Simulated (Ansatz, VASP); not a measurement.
This is a calculation of C for Ansatz 0.2.0.

The input input.yaml:

```yaml
crystal:
  lattice:
    - [0.0, 1.78337, 1.78337]
    - [1.78337, 0.0, 1.78337]
    - [1.78337, 1.78337, 0.0]
  atoms:
    - { symbol: C, position: [0.75, 0.75, 0.75] }
    - { symbol: C, position: [0.5, 0.5, 0.5] }
kpoints:
  mp_grid: { grid: [13, 13, 13] }
scf:
  occupations: { method: gaussian, width: 0.029 }
hamiltonian:
  xc: pbe
  pseudopotentials: { kind: all_electron, lapw: { basis_error: 0.001 } }
output:
  forces: true
  stress: true
  eigenvalues: true
```

Potentials or basis: all-electron LAPW, scalar-relativistic.

Run with:

```sh
$ ansatz run input.yaml --threads 1 --pin off --max-ram 3072MiB --backend cpu --events-out ev --progress --plain --runs-dir out
```

**Question.** Set up the same calculation for VASP 6.6.1. Potentials there: VASP PAW PBE potentials, release 64 (C).

**Answer.** As run (the cutoff follows the program's own potentials):

INCAR

```
SYSTEM = C
PREC = Accurate
ENCUT = 520
EDIFF = 1E-7
ISMEAR = 0
SIGMA = 0.028999999999999998
LREAL = .False.
LASPH = .True.
NELM = 80
ALGO = Normal
ISIF = 2
LWAVE = .False.
LCHARG = .False.
GGA = PE
NBANDS = 11
```

Contents of KPOINTS:

```
regular mesh
0
Gamma
  13 13 13
  0 0 0
```

File POSCAR:

```
C
1.0
    0.0000000000      1.7833700000      1.7833700000
    1.7833700000      0.0000000000      1.7833700000
    1.7833700000      1.7833700000      0.0000000000
C
2
Direct
    0.7500000000      0.7500000000      0.7500000000
    0.5000000000      0.5000000000      0.5000000000
```

Potentials or basis: VASP PAW PBE potentials, release 64 (C).

Launch:

```console
$ cat potpaw_PBE.64/C/POTCAR > POTCAR
$ mpirun -np 1 vasp_std > vasp.out
```

Both were run:

|  | VASP | Ansatz | Ansatz less VASP |
| --- | --- | --- | --- |
| gap on the k mesh at the Fermi level (eV) | 4.14 | 4.15 | +0.009 |
| least direct gap on the mesh (eV) | 5.59 | 5.60 | +0.010 |
| pressure (GPa) | 2.5 | 1.8 | -0.70 |

Ansatz ran all-electron here, so the differences hold the error of VASP's frozen core and of both bases.

Caveats: an odd mesh through Γ misses points on the zone boundary, where band edges often lie.
